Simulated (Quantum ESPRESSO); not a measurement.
**Mo in Quantum ESPRESSO: the effect of functional**

The system is Mo.

```xyz
1
Lattice="-1.5838 1.5838 1.5838 1.5838 -1.5838 1.5838 1.5838 1.5838 -1.5838" Properties=species:S:1:pos:R:3 pbc="T T T"
Mo    0.0000    0.0000    0.0000
```

Alike in all runs:

| Quantity | Value |
| --- | --- |
| Program | Quantum ESPRESSO 7.5 |
| Task | phonons |
| Cutoff | 612 eV |
| Density cutoff | 4898 eV |
| k mesh | 10 × 10 × 10 |
| Occupations | cold, width 0.2 eV |
| Spin | no spin polarisation |

Each run relaxes the cell or the atoms first.

```tsv
functional	potentials or basis	relaxed volume (Å³/atom)	highest phonon frequency (cm⁻¹)
LDA	GBRV 1.5 LDA	15.00	271
PBEsol	GBRV 1.5 PBEsol	15.25	266
BLYP	GBRV 1.5 PBE	16.34	230
PW91	GBRV 1.5 PBE	15.73	251
RPBE	GBRV 1.5 PBE	?	?
vdW-DF-cx	GBRV 1.5 PBE	15.32	267
```

Task: What does the run with functional RPBE give?

Result: Relaxed volume 15.93 Å³/atom; highest phonon frequency 249 cm⁻¹.

Caveats: the mesh is thin for the phonons of a metal; the potentials were made for another functional, which shifts forces and pressure (some runs).

Runs at the PBE level aren't shown here.
